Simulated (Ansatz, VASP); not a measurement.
Ca in VASP and in Ansatz

```
CELL_PARAMETERS angstrom
4.15442 0.00000 0.00000
0.00000 4.15442 0.00000
0.00000 0.00000 4.13385
ATOMIC_POSITIONS crystal
Ca 0.00000 0.00000 0.50000
Ca 0.50000 0.50000 0.00000
```

Change from the starting cell: equal strain along all axes, cell held, atoms relaxed: -4.0 %.

Alike in both runs: task single point; functional PBEsol; k mesh 10 × 10 × 10; occupations gaussian, width 0.1 eV; no spin polarisation.

```csv
,VASP,Ansatz
version,VASP 6.6.1,Ansatz 0.2.0
potentials or method,"VASP PAW PBE potentials, release 64 (Ca_sv)","scalar-relativistic, plane waves, PAW"
plane-wave cutoff (eV),520,420
valence electrons in the cell,20,20
```

```tsv
	VASP	Ansatz	Ansatz less VASP
gap on the k mesh at the Fermi level (eV)	none	none	-
pressure (GPa)	2.5	2.5	0.00
```

A gap of «none» marks a metal or a gap that the smearing closes.

Caveats: the PAW data sets were made with another functional, which shifts forces and pressure a little (VASP).
